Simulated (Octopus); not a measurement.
# W (Im-3m) in Octopus: convergence with k mesh

Aim: find how far k mesh must go before the results for W settle, at OLYP. This setting moves, with any that are tied to it; all else stays.

Everything below comes from runs of Octopus 16.4. Logs are shortened: lines on timing, memory, paths and dates and some standing lists are left out, and cuts for length are marked.

## (1) Starting point

The structure is cubic, space group Im-3m (No. 229). Conventional cell: a = 3.165 Å, b = 3.165 Å, c = 3.165 Å, α = 90.00°, β = 90.00°, γ = 90.00°. W (site symmetry m-3m) has 8 W at 2.74 Å as nearest neighbours.

## (2) With k mesh 2 × 2 × 2

Input file inp:

```
CalculationMode = gs
UnitsOutput = eV_Angstrom
PeriodicDimensions = 3
ExperimentalFeatures = yes
PseudopotentialSet = hgh_lda_sc
%LatticeParameters
 1*angstrom | 1*angstrom | 1*angstrom
%
%LatticeVectors
 -1.582345 | 1.582345 | 1.582345
 1.582345 | -1.582345 | 1.582345
 1.582345 | 1.582345 | -1.582345
%
%ReducedCoordinates
 "W" | 0 | 0 | 0
%
%Spacing
 0.18271346*angstrom | 0.18271346*angstrom | 0.18271346*angstrom
%
DerivativesOrder = 8
%KPointsGrid
 2 | 2 | 2
%
KPointsUseSymmetries = yes
XCFunctional = gga_x_optx + gga_c_lyp
SpinComponents = polarized
KPointsUseTimeReversal = no
GuessMagnetDensity = user_defined
%AtomsMagnetDirection
 -0.135
%
SmearingFunction = fermi_dirac
Smearing = 0.1*eV
ExtraStates = 8
Eigensolver = chebyshev_filter
ConvRelDens = 1e-6
MaximumIter = 120
```

Potentials or basis: hgh_lda_sc (LDA, semicore).

Started as:

```bash
OMP_NUM_THREADS=1 octopus > out.log
```

out.log:

```text
Running octopus

Version                : 16.4
Optional libraries     :

************************** Calculation Mode **************************
Input: [CalculationMode = gs]
**********************************************************************

Input: [SpinComponents = polarized]

******************************* Space ********************************
Octopus will run in 3 dimension(s).
Octopus will treat the system as periodic in 3 dimension(s).
**********************************************************************

Input: [AllElectronType = no]
Input: [PseudopotentialSet = hgh_lda_sc]
Reading Coordinates from ReducedCoordinates block

****************************** Species *******************************
  Species 'W'
    type             : pseudopotential
    file             : 'W_sc.hgh'
    file format      : HGH
    valence charge   : 14.0
    atomic number    :  74
    form on file     : kleinman-bylander
    lmax             : 2
    llocal           : -1
    projectors per l : 3
    total projectors : 9
    application form : kleinman-bylander
    orbitals         : 10
    bound orbitals   : 10

**********************************************************************

***************************** Symmetries *****************************
Space group No.  229
International: Im-3m
Schoenflies: Oh^9
Info: The system has    48 symmorphic symmetries that can be used.
  Index                Rotation matrix                      Fractional translations
    1 :     1   0   0     0   1   0     0   0   1      0.000000    0.000000    0.000000
    2 :    -1   0   0     0  -1   0     0   0  -1      0.000000    0.000000    0.000000
    3 :     0   0  -1     1   1   1     0  -1   0      0.000000    0.000000    0.000000
    4 :     0   0   1    -1  -1  -1     0   1   0      0.000000    0.000000    0.000000
    5 :     0   1   0     1   0   0    -1  -1  -1      0.000000    0.000000    0.000000
    6 :     0  -1   0    -1   0   0     1   1   1      0.000000    0.000000    0.000000
[... 40 lines left out ...]
   47 :     0   0  -1    -1   0   0     1   1   1      0.000000    0.000000    0.000000
   48 :     0   0   1     1   0   0    -1  -1  -1      0.000000    0.000000    0.000000
Info: The system also has     0 nonsymmorphic symmetries (not used for electrons).
**********************************************************************

Input: [CurvMethod = curv_affine]
[... 214 lines left out ...]
      2       3    up      -23.130351    1.000000   ( 1.1E-04)
[... 23 lines left out ...]
     14       3    dn       39.882654    0.000000   ( 6.1E-02)
     15       3    dn       39.936449    0.000000   ( 8.2E-02)
     14       1    dn       43.204422    0.000000   ( 6.5E-02)
     14       1    up       43.251636    0.000000   ( 4.1E-02)
     15       2    dn       43.545531    0.000000   ( 8.6E-02)
     15       2    up       43.603066    0.000000   ( 6.4E-02)
     15       1    dn       44.875898    0.000000   ( 1.0E-01)
     15       1    up       45.476576    0.000000   ( 8.6E-02)

Density of states:

------------------------%---------------------------------------------
------------------------%---------------------------------------------
------------------------%---------------------------------------------
------------------------%--------------------------%-----%------------
------------------------%--------------------------%-----%------------
------------------------%--------------------------%-----%------------
------------------------%--------------------%-%--%%--%--%----------%-
------------------------%%-------------------%-%--%%--%--%-------%--%-
%%---------------------%%%-------------------%-%--%%%%%%-%-%%%--%%--%-
%%---------------------%%%-----------------%-%%%%%%%%%%%-%-%%%--%%--%%
                                                  ^

Fermi energy =    17.212723 eV
Total Magnetic Moment:
 mz =  -0.001541
Local Magnetic Moments (sphere radius [A] =   1.370):
 Ion                    mz
   1         W       0.006325
[... 190 lines left out ...]
*********************** SCF CYCLE ITER #   13 ************************
 etot  = -1.88087624E+03 abs_ev   =  1.77E-04 rel_ev   =  9.38E-07
 ediff =        1.25E-05 abs_dens =  8.37E-06 rel_dens =  5.98E-07
Matrix vector products: 150
Converged eigenvectors: 0

#  State  KPoint  Spin  Eigenvalue [eV]  Occupation    Error
      1       1    up      -59.580205    1.000000   ( 4.2E-07)
      1       1    dn      -59.580199    1.000000   ( 4.3E-07)
      1       2    up      -59.472540    1.000000   ( 5.6E-07)
      1       2    dn      -59.472534    1.000000   ( 4.2E-07)
      1       3    up      -59.392236    1.000000   ( 4.4E-07)
      1       3    dn      -59.392230    1.000000   ( 4.4E-07)
      2       2    up      -24.393323    1.000000   ( 8.4E-07)
      2       2    dn      -24.393318    1.000000   ( 7.3E-07)
[... 23 lines left out ...]
     15       3    up       38.984430    0.000000   ( 3.4E-02)
     15       3    dn       38.997581    0.000000   ( 4.1E-02)
     14       1    up       42.769718    0.000000   ( 2.0E-03)
     14       1    dn       42.769737    0.000000   ( 2.9E-03)
     15       1    dn       42.771717    0.000000   ( 9.3E-03)
     15       1    up       42.772530    0.000000   ( 8.9E-03)
     15       2    up       42.871631    0.000000   ( 1.7E-02)
     15       2    dn       42.880607    0.000000   ( 2.6E-02)

Density of states:

------------------------%---------------------------------------------
------------------------%---------------------------------------------
------------------------%---------------------------------------------
------------------------%---------------------------------------------
------------------------%---------------------------%-----------------
------------------------%---------------------------%-----------------
------------------------%---------------------------%-%---------------
%-----------------------%---------------------%-%--%%-%---%%--%---%--%
%-----------------------%---------------------%-%--%%-%---%%--%---%--%
%-----------------------%---------------------%%%-%%%-%-%-%%-%%---%--%
                                                   ^

Fermi energy =    16.806444 eV
Total Magnetic Moment:
 mz =   0.000000
Local Magnetic Moments (sphere radius [A] =   1.370):
 Ion                    mz
   1         W       0.000000

**********************************************************************

Info: SCF converged in   13 iterations

** Warning:
**   Some of the states are not fully converged!

Info: Number of matrix-vector products:       1950
Info: Finished writing information to 'restart/gs'.

Octopus emitted 30 warnings.
```

static/info:

```text
**

********************** Brillouin zone sampling ***********************
Dimensions of the k-point grid      =  2  2  2
Total number of k-points            = 8
Number of symmetry-reduced k-points = 3

List of k-points:
[... 149 lines left out ...]
      abs_energy =  3.41251131E-04 ( 0.00000000E+00) [eV]
      rel_energy =  1.81431963E-07 ( 0.00000000E+00)
      abs_dens =  8.37048257E-06 ( 0.00000000E+00)
      rel_dens =  5.97891612E-07 ( 1.00000000E-06)
      abs_evsum =  1.76798757E-04 ( 0.00000000E+00) [eV]
      rel_evsum =  9.37905089E-07 ( 0.00000000E+00)

Forces on the ions [eV/A]
 Ion                        x              y              z
   1         W   0.00000000E+00   0.00000000E+00   0.00000000E+00
 ----------------------------------------------------------
 Max abs force   0.00000000E+00   0.00000000E+00   0.00000000E+00
   Total force   0.00000000E+00   0.00000000E+00   0.00000000E+00
```

Wall time 8.1 s (1 thread of AMD EPYC 7R13 (Zen 3), shared host); peak memory 0.08 GiB.

Results:

```yaml
Free_energy: -1880.8812 eV
Band_gap_on_the_k_mesh: none (metal or under the smearing width)
Net_moment: 0.00 μB per cell
```

## (3) With k mesh 4 × 4 × 4

Edit inp of step 2 so:

```diff
@@ -21,3 +21,3 @@
 %KPointsGrid
- 2 | 2 | 2
+ 4 | 4 | 4
 %
```

Potentials or basis: hgh_lda_sc (LDA, semicore).

Started as:

```bash
OMP_NUM_THREADS=1 octopus > out.log
```

Wall time 18 s (1 thread of AMD EPYC 7R13 (Zen 3), shared host); peak memory 0.14 GiB.

Results:

```
Free energy            : -1881.4131 eV
Band gap on the k mesh : none (metal or under the smearing width)
Net moment             : 0.00 μB per cell
```

## (4) With k mesh 5 × 5 × 5

Edit inp of step 3 so:

```diff
@@ -21,3 +21,3 @@
 %KPointsGrid
- 4 | 4 | 4
+ 5 | 5 | 5
 %
```

Started as:

```bash
OMP_NUM_THREADS=1 octopus > out.log
```

It took 24 s on 1 thread of AMD EPYC 7R13 (Zen 3), shared host; peak memory 0.16 GiB.

What came out:

| Item | Value |
| --- | --- |
| Free energy | -1881.6115 eV |
| Band gap on the k mesh | none (metal or under the smearing width) |
| Net moment | 0.00 μB per cell |

## (5) With k mesh 7 × 7 × 7

Edit inp of step 4 so:

```diff
@@ -21,3 +21,3 @@
 %KPointsGrid
- 5 | 5 | 5
+ 7 | 7 | 7
 %
@@ -37 +37,6 @@
 MaximumIter = 120
+%Output
+ density | cube
+ elf | cube
+ potential | cube
+%
```

Started as:

```bash
OMP_NUM_THREADS=1 octopus > out.log
```

It took 45 s on 1 thread of AMD EPYC 7R13 (Zen 3), shared host; peak memory 0.27 GiB.

Results:

| Quantity | Value |
| --- | --- |
| Free energy | -1881.5077 eV |
| Band gap on the k mesh | none (metal or under the smearing width) |
| Net moment | 0.00 μB per cell |

## (6) With k mesh 9 × 9 × 9

Edit inp of step 5 so:

```diff
@@ -21,3 +21,3 @@
 %KPointsGrid
- 7 | 7 | 7
+ 9 | 9 | 9
 %
@@ -37,6 +37 @@
 MaximumIter = 120
-%Output
- density | cube
- elf | cube
- potential | cube
-%
```

Potentials or basis: hgh_lda_sc (LDA, semicore).

Started as:

```bash
OMP_NUM_THREADS=1 octopus > out.log
```

Run time: 71 s. Hardware: 1 thread of AMD EPYC 7R13 (Zen 3), shared host; peak memory 0.44 GiB.

Results (log left out):

* Free energy: -1881.5821 eV
* Band gap on the k mesh: none (metal or under the smearing width)
* Net moment: 0.00 μB per cell

## (7) With k mesh 11 × 11 × 11

Edit inp of step 6 so:

```diff
@@ -21,3 +21,3 @@
 %KPointsGrid
- 9 | 9 | 9
+ 11 | 11 | 11
 %
@@ -37 +37,6 @@
 MaximumIter = 120
+%Output
+ density | cube
+ elf | cube
+ potential | cube
+%
```

Started as:

```bash
OMP_NUM_THREADS=1 octopus > out.log
```

Run time: 2 min. Hardware: 1 thread of AMD EPYC 7R13 (Zen 3), shared host; peak memory 0.67 GiB.

Results (log left out):

| Item | Value |
| --- | --- |
| Free energy | -1881.5489 eV |
| Band gap on the k mesh | none (metal or under the smearing width) |
| Net moment | 0.00 μB per cell |

## (8) With k mesh 13 × 13 × 13

Edit inp of step 7 so:

```diff
@@ -21,3 +21,3 @@
 %KPointsGrid
- 11 | 11 | 11
+ 13 | 13 | 13
 %
@@ -37,6 +37 @@
 MaximumIter = 120
-%Output
- density | cube
- elf | cube
- potential | cube
-%
```

Started as:

```bash
OMP_NUM_THREADS=1 octopus > out.log
```

Wall time 3.1 min (1 thread of AMD EPYC 7R13 (Zen 3), shared host); peak memory 0.98 GiB.

The run converged. Its results:

```yaml
Free_energy: -1881.5764 eV
Band_gap_on_the_k_mesh: none (metal or under the smearing width)
Net_moment: 0.00 μB per cell
```

## (9) The series at a glance

```
      k mesh  energy less the tightest run, at zero smearing (meV/atom)  SCF cycles  CPU time (s)  peak memory (GiB)
   2 × 2 × 2                                                     692.90          13           8.1               0.08
   4 × 4 × 4                                                     164.51          14            18               0.14
   5 × 5 × 5                                                     -36.29          13            24               0.16
   7 × 7 × 7                                                      79.48          14            45               0.27
   9 × 9 × 9                                                      -0.87          13            71               0.44
11 × 11 × 11                                                      33.75          14           120               0.67
13 × 13 × 13                                                       0.00          13           190               0.98
```

Not settled before the last step: the energy (to 1 meV/atom). Meshes of other sizes hit other points, so gaps and Fermi surfaces needn't settle smoothly. The tightest run that finished is the yardstick and may itself not be fully converged.

Caveats: this is an older set of potentials, less accurate than current ones.
